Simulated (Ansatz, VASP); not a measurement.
## One calculation of K, two programs

The input INCAR:

```
SYSTEM = K
PREC = Accurate
ENCUT = 520
EDIFF = 1E-7
ISMEAR = 0
SIGMA = 0.15
LREAL = .FALSE.
LASPH = .TRUE.
NELM = 100
ALGO = Normal
ISIF = 2
LWAVE = .FALSE.
LCHARG = .TRUE.
GGA = CA
LELF = .TRUE.
LVHAR = .TRUE.
NBANDS = 10
```

Contents of KPOINTS:

```
Automatic mesh
0
G
  6 6 12
  0 0 0
```

POSCAR

```
K
1.0
    9.7644093295      0.0000000000      0.0000000000
    0.0000000000      9.7644093295      0.0000000000
    0.0000000000      0.0000000000      4.6083016536
K
1
Direct
    0.0000000000      0.0000000000      0.0000000000
```

Input for Ansatz:

```yaml
crystal:
  lattice:
    - [9.7644093295, 0.0, 0.0]
    - [0.0, 9.7644093295, 0.0]
    - [0.0, 0.0, 4.6083016536]
  atoms:
    - { symbol: K, position: [0.0, 0.0, 0.0] }
basis:
  ecutwfc: 420
kpoints:
  mp_grid: { grid: [6, 6, 12] }
hamiltonian:
  xc: lda
scf:
  occupations: { method: gaussian, width: 0.15 }
output:
  forces: true
  stress: true
  eigenvalues: true
```

Alike in both runs: task single point; functional LDA; k mesh 6 × 6 × 12; occupations gaussian, width 0.15 eV; no spin polarisation.

```csv
,VASP,Ansatz
version,VASP 6.6.1,Ansatz 0.2.0
potentials or method,"VASP PAW LDA potentials, release 64 (K_sv)","scalar-relativistic, plane waves, PAW"
plane-wave cutoff (eV),520,420
valence electrons in the cell,9,9
```

```tsv
	VASP	Ansatz	Ansatz less VASP
gap on the k mesh at the Fermi level (eV)	none	none	-
pressure (GPa)	-0.1	-0.1	0.00
largest component of the traceless stress (GPa)	0.15	0.15	0.000
```

A gap of «none» marks a metal or a gap that the smearing closes.
